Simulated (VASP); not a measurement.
## A VASP 6.6.1 single-point calculation on Si

INCAR

```
IBRION = -1
NELM = 120
LCHARG = .FALSE.
NBANDS = 11
ISMEAR = -1
LREAL = .FALSE.
GGA = PE
EDIFF = 1E-7
ALGO = Fast
ISIF = 2
ENCUT = 520
NSW = 0
LWAVE = .FALSE.
PREC = Accurate
SIGMA = 0.1
LASPH = .TRUE.
```

KPOINTS

```
KPOINTS created by Atomic Simulation Environment
0
Gamma
8 8 8
0 0 0
```

POSCAR

```
Si
 1.0000000000000000
     0.0000000000000000    2.8037824625000001    2.8037824625000001
     2.8037824625000001    0.0000000000000000    2.8037824625000001
     2.8037824625000001    2.8037824625000001    0.0000000000000000
 Si
   2
Cartesian
  0.0000000000000000  0.0000000000000000  0.0000000000000000
  1.4018912312500000  1.4018912312500000  1.4018912312500000
```

The recommended PBE PAW datasets give the neutral cell 8 valence electrons.

Command

```
mpirun -np 1 vasp_std
```

Q: Predict the outcome of this run.

A: It converged. Results: gap between bands v and c on the k mesh 0.76 eV; least direct gap on the k mesh 2.30 eV; pressure -5.7 GPa. Band v is the last that the valence electrons fill when counted band by band, and c is the next.

OSZICAR

```
N       E                     dE             d eps       ncg     rms          rms(c)
DAV:   1     0.637567978978E+01    0.63757E+01   -0.31383E+03   638   0.562E+02
DAV:   2    -0.103535219329E+02   -0.16729E+02   -0.15997E+02   854   0.815E+01
DAV:   3    -0.109110163755E+02   -0.55749E+00   -0.55551E+00   834   0.124E+01
DAV:   4    -0.109157805450E+02   -0.47642E-02   -0.47636E-02   754   0.140E+00
DAV:   5    -0.109158370489E+02   -0.56504E-04   -0.56503E-04   814   0.150E-01    0.430E+00
RMM:   6    -0.108276398912E+02    0.88197E-01   -0.26429E-02   644   0.773E-01    0.261E+00
RMM:   7    -0.107840224830E+02    0.43617E-01   -0.65129E-02   704   0.133E+00    0.134E-01
RMM:   8    -0.107855115489E+02   -0.14891E-02   -0.39573E-03   674   0.408E-01    0.702E-02
RMM:   9    -0.107856863542E+02   -0.17481E-03   -0.60522E-04   727   0.159E-01    0.765E-02
RMM:  10    -0.107857388273E+02   -0.52473E-04   -0.12682E-04   704   0.783E-02    0.116E-02
RMM:  11    -0.107857410760E+02   -0.22487E-05   -0.28387E-05   752   0.392E-02    0.141E-02
RMM:  12    -0.107857417665E+02   -0.69047E-06   -0.58567E-06   762   0.185E-02    0.168E-02
RMM:  13    -0.107857416009E+02    0.16560E-06   -0.11857E-06   742   0.829E-03    0.264E-02
RMM:  14    -0.107857415214E+02    0.79462E-07   -0.76854E-07   710   0.607E-03
   1 F= -.10785742E+02 E0= -.10785405E+02  d E =-.672702E-03
```

For comparison, a separate PBE run of the intended cell, on usual settings and not on those above, gives a gap of 0.76 eV on its mesh and a pressure of -5.7 GPa.
